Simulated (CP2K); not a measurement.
# Hf (P6_3/mmc) in CP2K: a series of runs

Aim: see how the results for Hf move with the level of theory and the settings. Levels: PBEsol, r2SCAN, TB-mBJ. Tasks: band structure.

All numbers are computed with CP2K 2026.2; they aren't measurements. Logs are shortened: lines on timing, memory, paths and dates and some standing lists are left out, and cuts for length are marked.

## 1. The crystal as given

It takes space group P6_3/mmc (No. 194, hexagonal). Conventional cell: a = 3.197 Å, b = 3.197 Å, c = 5.058 Å, α = 90.00°, β = 90.00°, γ = 120.00°. Around Hf (site symmetry -6m2) lie 12 Hf at 3.13 to 3.20 Å.

## 2. Band structure, PBEsol

hf_bands.inp reads:

```
&GLOBAL
  PROJECT hf_bands
  RUN_TYPE ENERGY_FORCE
  PRINT_LEVEL LOW
&END GLOBAL
&FORCE_EVAL
  METHOD QS
  STRESS_TENSOR ANALYTICAL
  &DFT
    BASIS_SET_FILE_NAME BASIS_MOLOPT_UZH
    POTENTIAL_FILE_NAME POTENTIAL_UZH
    &MGRID
      CUTOFF 450
      REL_CUTOFF 60
      NGRIDS 4
    &END MGRID
    &QS
      METHOD GPW
      EPS_DEFAULT 1.0E-9
    &END QS
    &KPOINTS
      SCHEME MONKHORST-PACK 10 10 5
      GAMMA_CENTERED T
      SYMMETRY T
      SYMMETRY_BACKEND SPGLIB
    &END KPOINTS
    &SCF
      SCF_GUESS ATOMIC
      EPS_SCF 1.0E-6
      MAX_SCF 100
      ADDED_MOS 16
      CHOLESKY OFF
      EPS_EIGVAL 1.0E-7
      &DIAGONALIZATION ON
        ALGORITHM STANDARD
      &END DIAGONALIZATION
      &MIXING ON
        METHOD BROYDEN_MIXING
        ALPHA 0.4
        BETA 1.5
        NBUFFER 8
      &END MIXING
      &SMEAR ON
        METHOD FERMI_DIRAC
        ELECTRONIC_TEMPERATURE [K] 580.226
      &END SMEAR
    &END SCF
    &XC
      &XC_FUNCTIONAL
        &GGA_X_PBE_SOL
        &END GGA_X_PBE_SOL
        &GGA_C_PBE_SOL
        &END GGA_C_PBE_SOL
      &END XC_FUNCTIONAL
    &END XC
    &PRINT
      &KPOINTS ON
      &END KPOINTS
      &MULLIKEN ON
      &END MULLIKEN
      &MO ON
        ENERGIES T
        OCCUPATION_NUMBERS T
        &EACH
          QS_SCF 0
        &END EACH
        ADD_LAST NUMERIC
      &END MO
      &LOWDIN ON
      &END LOWDIN
      &HIRSHFELD ON
        SHAPE_FUNCTION DENSITY
      &END HIRSHFELD
      &BAND_STRUCTURE
        FILE_NAME bands.bs
        ADDED_MOS 2
        &KPOINT_SET
          UNITS B_VECTOR
          NPOINTS 6
          SPECIAL_POINT GAMMA 0.00000000 0.00000000 0.00000000
          SPECIAL_POINT M 0.50000000 0.00000000 0.00000000
          SPECIAL_POINT K 0.33333333 0.33333333 0.00000000
          SPECIAL_POINT GAMMA 0.00000000 0.00000000 0.00000000
          SPECIAL_POINT A 0.00000000 0.00000000 0.50000000
          SPECIAL_POINT L 0.50000000 0.00000000 0.50000000
          SPECIAL_POINT H 0.33333333 0.33333333 0.50000000
          SPECIAL_POINT A 0.00000000 0.00000000 0.50000000
        &END KPOINT_SET
        &KPOINT_SET
          UNITS B_VECTOR
          NPOINTS 6
          SPECIAL_POINT L 0.50000000 0.00000000 0.50000000
          SPECIAL_POINT M 0.50000000 0.00000000 0.00000000
        &END KPOINT_SET
        &KPOINT_SET
          UNITS B_VECTOR
          NPOINTS 6
          SPECIAL_POINT K 0.33333333 0.33333333 0.00000000
          SPECIAL_POINT H 0.33333333 0.33333333 0.50000000
        &END KPOINT_SET
      &END BAND_STRUCTURE
    &END PRINT
  &END DFT
  &SUBSYS
    &CELL
      ABC 3.1967000000 3.1967000000 5.0578000000
      ALPHA_BETA_GAMMA 90.0000000000 90.0000000000 119.9999999998
      PERIODIC XYZ
    &END CELL
    &COORD
      SCALED
      Hf  0.6666666667 0.3333333333 0.7500000000
      Hf  0.3333333333 0.6666666667 0.2500000000
    &END COORD
    &KIND Hf
      BASIS_SET TZVP-MOLOPT-PBE-GTH-q12
      POTENTIAL GTH-PBE-q12
    &END KIND
    &PRINT
      &ATOMIC_COORDINATES ON
      &END ATOMIC_COORDINATES
      &CELL ON
      &END CELL
      &SYMMETRY ON
      &END SYMMETRY
    &END PRINT
  &END SUBSYS
  &PRINT
    &FORCES ON
    &END FORCES
    &STRESS_TENSOR ON
    &END STRESS_TENSOR
  &END PRINT
&END FORCE_EVAL
```

Potentials or basis: POTENTIAL_UZH Hf GTH-PBE-q12; TZVP-MOLOPT-PBE-GTH basis.

Command:

```sh
$ OMP_NUM_THREADS=2 cp2k.psmp -i hf_bands.inp -o hf_bands.out
```

hf_bands.out:

```text

 CP2K| version string:                                       CP2K version 2026.2
 CP2K| Input file name                                              hf_bands.inp

 GLOBAL| Force Environment number                                              1
 GLOBAL| Basis set file name                                    BASIS_MOLOPT_UZH
 GLOBAL| Potential file name                                       POTENTIAL_UZH
 GLOBAL| MM Potential file name                                     MM_POTENTIAL
 GLOBAL| Coordinate file name                                      __STD_INPUT__
 GLOBAL| Method name                                                        CP2K
 GLOBAL| Project name                                                   hf_bands
 GLOBAL| Run type                                                   ENERGY_FORCE
 GLOBAL| FFT library                                                       FFTW3
[... 5 lines left out ...]
 GLOBAL| Global print level                                                  LOW
 GLOBAL| Total number of message passing processes                             1
 GLOBAL| Number of threads for this process                                    2
 GLOBAL| CPU model name                                                  UNKNOWN

 CELL| Volume [angstrom^3]:                                            44.760615
 CELL| Vector a [angstrom]:       3.197     0.000     0.000   |a| =     3.196700
 CELL| Vector b [angstrom]:      -1.598     2.768     0.000   |b| =     3.196700
 CELL| Vector c [angstrom]:       0.000     0.000     5.058   |c| =     5.057800
 CELL| Angle (b,c), alpha [degree]:                                    90.000000
 CELL| Angle (a,c), beta  [degree]:                                    90.000000
 CELL| Angle (a,b), gamma [degree]:                                   120.000000
 CELL| Numerically orthorhombic:                                              NO
 CELL| Periodicity                                                           XYZ

 CELL_REF| Volume [angstrom^3]:                                        44.760615
 CELL_REF| Vector a [angstrom     3.197     0.000     0.000   |a| =     3.196700
 CELL_REF| Vector b [angstrom    -1.598     2.768     0.000   |b| =     3.196700
 CELL_REF| Vector c [angstrom     0.000     0.000     5.058   |c| =     5.057800
 CELL_REF| Angle (b,c), alpha [degree]:                                90.000000
 CELL_REF| Angle (a,c), beta  [degree]:                                90.000000
 CELL_REF| Angle (a,b), gamma [degree]:                               120.000000
 CELL_REF| Numerically orthorhombic:                                          NO
 CELL_REF| Periodicity                                                       XYZ

[... 8 lines left out ...]
 TOTAL NUMBERS AND MAXIMUM NUMBERS

  Total number of            - Atomic kinds:                                   1
                             - Atoms:                                          2
                             - Shell sets:                                     2
                             - Shells:                                        22
                             - Primitive Cartesian functions:                 10
                             - Cartesian basis functions:                     82
                             - Spherical basis functions:                     70

  Maximum angular momentum of- Orbital basis functions:                        3
                             - Local part of the GTH pseudopotential:          2
                             - Non-local part of the GTH pseudopotential:      4

 MODULE QUICKSTEP: ATOMIC COORDINATES IN ANGSTROM

   Atom Kind Element         X             Y             Z       Z(eff)     Mass
      1    1 Hf   72      1.598350      0.922808      3.793350  12.0000 178.4900
      2    1 Hf   72     -0.000000      1.845616      1.264450  12.0000 178.4900

 Crystal Symmetry Information
       International Symbol:                                            P6_3/mmc
[... 33 lines left out ...]
 MO|      6              -0.735530             -20.014803               2.000000
[... 462 lines left out ...]
 MO|     27               1.041777              28.348196               0.000000
 MO|     28               1.104100              30.044077               0.000000
 MO| Sum:                                                              24.000143
 MO| E(Fermi):            0.378522 a.u.         10.300109 eV

 [... the levels of further k-points ...]

 !-----------------------------------------------------------------------------!
                     Mulliken Population Analysis

 #  Atom  Element  Kind  Atomic population                           Net charge
       1     Hf       1         12.000009                             -0.000009
       2     Hf       1         11.999991                              0.000009
 # Total charge                             24.000000                 -0.000000

 !-----------------------------------------------------------------------------!

 !-----------------------------------------------------------------------------!
                           Hirshfeld Charges

  #Atom  Element  Kind  Ref Charge     Population                    Net charge
      1       Hf     1      12.000         12.000                         0.000
      2       Hf     1      12.000         12.000                         0.000

  Total Charge                                                            0.000
 !-----------------------------------------------------------------------------!

 LOWDIN POPULATION ANALYSIS

 #  Atom  Element  Kind  Atomic population                           Net charge
       1     Hf       1         12.000000                             -0.000000
       2     Hf       1         12.000000                              0.000000
 # Total charge                             24.000000                 -0.000000

 KPOINTS| Band Structure Calculation
 KPOINTS| Number of k-point sets                                               3
 KPOINTS| Number of added MOs/bands                                            2
 KPOINTS| Number of k-points in set    1                                      43
 KPOINTS| In units of b-vector [2pi/Bohr]
 KPOINTS| Special point     1       GAMMA     0.000000     0.000000     0.000000
 KPOINTS| Special point     2           M     0.500000     0.000000     0.000000
 KPOINTS| Special point     3           K     0.333333     0.333333     0.000000
 KPOINTS| Special point     4       GAMMA     0.000000     0.000000     0.000000
 KPOINTS| Special point     5           A     0.000000     0.000000     0.500000
 KPOINTS| Special point     6           L     0.500000     0.000000     0.500000
 KPOINTS| Special point     7           H     0.333333     0.333333     0.500000
 KPOINTS| Special point     8           A     0.000000     0.000000     0.500000
 KPOINTS| Number of k-points in set    2                                       7
 KPOINTS| In units of b-vector [2pi/Bohr]
 KPOINTS| Special point     1           L     0.500000     0.000000     0.500000
 KPOINTS| Special point     2           M     0.500000     0.000000     0.000000
 KPOINTS| Number of k-points in set    3                                       7
 KPOINTS| In units of b-vector [2pi/Bohr]
 KPOINTS| Special point     1           K     0.333333     0.333333     0.000000
 KPOINTS| Special point     2           H     0.333333     0.333333     0.500000

 ENERGY| Total FORCE_EVAL ( QS ) energy [hartree]            -98.432054953593322

 FORCES| Atomic forces [hartree/bohr]
 FORCES|   Atom     x               y               z               |f|
 FORCES|      1  8.23266482E-09  4.61752513E-08  1.96668264E-09   4.69446317E-08
 FORCES|      2 -8.28328922E-09 -4.61487957E-08 -2.01888157E-09   4.69297359E-08
 FORCES| Sum    -5.06244060E-11  2.64555874E-11 -5.21989301E-11
 FORCES| Total atomic force                                       7.73786592E-11

 STRESS| Analytical stress tensor [bar]
 STRESS|                        x                   y                   z
 STRESS|      x       -2.74652413625E+04   5.38935320577E-01  -1.11224977864E-08
 STRESS|      y        5.38935320577E-01  -2.74647863795E+04  -4.88964792789E-06
 STRESS|      z       -1.11224977864E-08  -4.88964792789E-06  -3.18645780709E+04
 STRESS| 1/3 Trace                                            -2.89315352710E+04
 STRESS| Determinant                                          -2.40363111553E+13

 STRESS| Eigenvectors and eigenvalues of the analytical stress tensor [bar]
 STRESS|                        1                   2                   3
 STRESS| Eigenvalues  -3.18645780709E+04  -2.74655988528E+04  -2.74644288892E+04
 STRESS|      x           0.000000000002      0.833332610496      0.552771888110
 STRESS|      y           0.000000001111     -0.552771888110      0.833332610496
 STRESS|      z           1.000000000000      0.000000000612     -0.000000000927
```

Wall time 32 s (2 threads of Arm Neoverse V2, shared host); peak memory 0.37 GiB.

Results:

| Item | Value |
| --- | --- |
| Free energy | -2678.4724 eV |
| Pressure | -2.9 GPa |
| Band gap on the k mesh | none (metal or under the smearing width) |

Levels at the corners of the path, in eV from the Fermi level:
| point | band 9 | band 10 | band 11 | band 12 | band 13 | band 14 | band 15 | band 16 |
| --- | --- | --- | --- | --- | --- | --- | --- | --- |
| Γ | -7.34 | -3.69 | 0.63 | 1.22 | 1.22 | 1.50 | 2.05 | 2.05 |
| M | -3.34 | -2.74 | -2.22 | -0.81 | 0.83 | 0.88 | 1.71 | 6.02 |
| K | -2.13 | -1.79 | -1.79 | -1.43 | 0.38 | 0.38 | 2.07 | 5.31 |
| Γ | -7.34 | -3.69 | 0.63 | 1.22 | 1.22 | 1.50 | 2.05 | 2.05 |
| A | -5.37 | -5.37 | 0.16 | 0.16 | 1.12 | 1.12 | 1.12 | 1.12 |
| L | -3.39 | -3.39 | -0.97 | -0.97 | 1.16 | 1.16 | 2.69 | 2.69 |
| H | -1.76 | -1.76 | -1.46 | -1.46 | -0.20 | -0.20 | 2.56 | 2.56 |
| A | -5.37 | -5.37 | 0.16 | 0.16 | 1.12 | 1.12 | 1.12 | 1.12 |
| L | -3.39 | -3.39 | -0.97 | -0.97 | 1.16 | 1.16 | 2.69 | 2.69 |
| M | -3.34 | -2.74 | -2.22 | -0.81 | 0.83 | 0.88 | 1.71 | 6.02 |
| K | -2.13 | -1.79 | -1.79 | -1.43 | 0.38 | 0.38 | 2.07 | 5.31 |
| H | -1.76 | -1.76 | -1.46 | -1.46 | -0.20 | -0.20 | 2.56 | 2.56 |

Caveat: the potentials were made for another functional, which shifts forces and pressure; spin-orbit coupling is left out, which moves the levels of the heavy elements; the basis of atomic orbitals isn't converged, which shifts pressures, moduli and gaps.

(Continued in part 2 of 2.)
